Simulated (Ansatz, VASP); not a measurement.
# One calculation of Ni, two programs

Contents of INCAR:

```
SYSTEM = Ni
ALGO = Normal
EDIFF = 1E-6
ENCUT = 520
GGA = PS
ISIF = 2
ISMEAR = -1
ISPIN = 2
LASPH = .True.
LCHARG = .False.
LMAXMIX = 4
LORBIT = 11
LREAL = .False.
LWAVE = .False.
MAGMOM = 1
NBANDS = 15
NELM = 150
PREC = Accurate
SIGMA = 0.05
```

KPOINTS

```
k-points
0
Gamma
  13 13 13
  0 0 0
```

Contents of POSCAR:

```
Ni
1.0
    0.0000000000      1.7375729330      1.7375729330
    1.7375729330      0.0000000000      1.7375729330
    1.7375729330      1.7375729330      0.0000000000
Ni
1
Direct
    0.0000000000      0.0000000000      0.0000000000
```

The input KPOINTS_OPT:

```
path GXWKGLUWLK,UX
15
line-mode
reciprocal
 0.0000000000  0.0000000000  0.0000000000  G
 0.5000000000  0.0000000000  0.5000000000  X

 0.5000000000  0.0000000000  0.5000000000  X
 0.5000000000  0.2500000000  0.7500000000  W

 0.5000000000  0.2500000000  0.7500000000  W
 0.3750000000  0.3750000000  0.7500000000  K

 0.3750000000  0.3750000000  0.7500000000  K
 0.0000000000  0.0000000000  0.0000000000  G

 0.0000000000  0.0000000000  0.0000000000  G
 0.5000000000  0.5000000000  0.5000000000  L

 0.5000000000  0.5000000000  0.5000000000  L
 0.6250000000  0.2500000000  0.6250000000  U

 0.6250000000  0.2500000000  0.6250000000  U
 0.5000000000  0.2500000000  0.7500000000  W

 0.5000000000  0.2500000000  0.7500000000  W
 0.5000000000  0.5000000000  0.5000000000  L

 0.5000000000  0.5000000000  0.5000000000  L
 0.3750000000  0.3750000000  0.7500000000  K

 0.6250000000  0.2500000000  0.6250000000  U
 0.5000000000  0.0000000000  0.5000000000  X
```

The input input.yaml:

```yaml
crystal:
  lattice:
    - [0.0, 1.737572933, 1.737572933]
    - [1.737572933, 0.0, 1.737572933]
    - [1.737572933, 1.737572933, 0.0]
  atoms:
    - { symbol: Ni, position: [0.0, 0.0, 0.0], spin: 1.0 }
hamiltonian:
  xc: pbesol
  pseudopotentials: { kind: paw }
magnetization:
  spin_polarized: true
kpoints:
  mp_grid: { grid: [13, 13, 13] }
  band_path:
    path:
      - [[0.0, 0.0, 0.0], [0.5, 0.0, 0.5], [0.5, 0.25, 0.75], [0.375, 0.375, 0.75], [0.0, 0.0, 0.0], [0.5, 0.5, 0.5], [0.625, 0.25, 0.625], [0.5, 0.25, 0.75], [0.5, 0.5, 0.5], [0.375, 0.375, 0.75]]
      - [[0.625, 0.25, 0.625], [0.5, 0.0, 0.5]]
    npoints: 14
scf:
  occupations: { method: fermi_dirac, width: 0.05 }
  n_extra_bands: 6
output:
  forces: true
  stress: true
  eigenvalues: true
  fatbands: false
```

Alike in both runs: task band structure; functional PBEsol; k mesh 13 × 13 × 13; occupations fermi-dirac, width 0.05 eV; collinear spin, ferromagnetic start.

|  | VASP | Ansatz |
| --- | --- | --- |
| version | VASP 6.6.1 | Ansatz 0.2.0 |
| potentials or method | VASP PAW PBE potentials, release 64 (Ni) | Ansatz PAW |
| plane-wave cutoff (eV) | 520 | 420 |
| valence electrons in the cell | 10 | 18 |

|  | VASP | Ansatz | Ansatz less VASP |
| --- | --- | --- | --- |
| gap on the k mesh at the Fermi level (eV) | none | none | - |
| pressure (GPa) | -2.4 | -2.4 | +0.03 |
| net moment per atom (μB) | 0.62 | 0.63 | +0.006 |
| size of the moment on the site where the two differ most (μB) | 0.63 | 0.66 | +0.033 |

Site moments also hang on the region over which each program counts them. A gap of «none» marks a metal or a gap that the smearing closes. The two sets of potentials don't hold the same shells in valence.

Caveats: the PAW data sets were made with another functional, which shifts forces and pressure a little (VASP); the PAW data sets come from PBE, with cores solved anew for the run's functional, which leaves a small shift of forces and pressure (Ansatz).
